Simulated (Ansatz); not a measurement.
Crystal: CoO.

```
Co O
1.0
     1.50547    0.86918    2.43993
    -1.50547    0.86918    2.43993
     0.00000   -1.73837    2.43993
Co O
1 1
Direct
  0.00000 0.00000 0.00000
  0.50000 0.50000 0.50000
```

The cell is a database's computed one.

```yaml
Program: Ansatz 0.2.0
Task: single point
Functional: PBEsol
Potentials_or_basis: Ansatz PAW
Cutoff: "420 eV (not typed: the program's choice for these potentials)"
k_mesh: 11 × 11 × 11
Occupations: fermi-dirac, width 0.05 eV
Spin: collinear spin, ferromagnetic start
Starting_moments: "[2.0, 0.0] μB"
```

On this cell: pressure -9.1 GPa; largest force under 0.003 eV/Å; net moment 2.94 μB per cell; site moments Co +2.49; O +0.34 μB; band gap on the k mesh none (metal or under the smearing width).

The same run follows on a disturbed copy (atoms moved at random, drawn with an rms of 0.05 Å):

```xyz
2
Lattice="1.5055 0.8692 2.4399 -1.5055 0.8692 2.4399 0.0000 -1.7384 2.4399" Properties=species:S:1:pos:R:3 pbc="T T T"
Co   -0.0051   -0.0137    0.0083
O    -0.0684   -0.0294    3.6496
```

Question: What does the disturbed cell give?

Answer: The energy (extrapolated to zero smearing) moves by +0.2 meV/atom; pressure -8.8 GPa; largest force 0.019 eV/Å; net moment 2.94 μB per cell; site moments Co +2.47; O +0.34 μB; band gap on the k mesh none (metal or under the smearing width).

Forces in eV/Å, atoms in the order of the input:
```
Co  -0.019 -0.001 -0.002
O    0.019  0.001  0.002
```

Stress tensor (GPa, compression positive):
```
-8.68 -0.19  0.01
-0.19 -8.72 -0.31
 0.01 -0.31 -8.89
```

Caveats: a cell with one magnetic atom can't hold antiferromagnetic order, which such compounds often take; semilocal functionals often make such compounds metallic where correlation or magnetic order opens a gap, which also shifts bond lengths; the PAW data sets come from PBE, with cores solved anew for the run's functional, which leaves a small shift of forces and pressure.
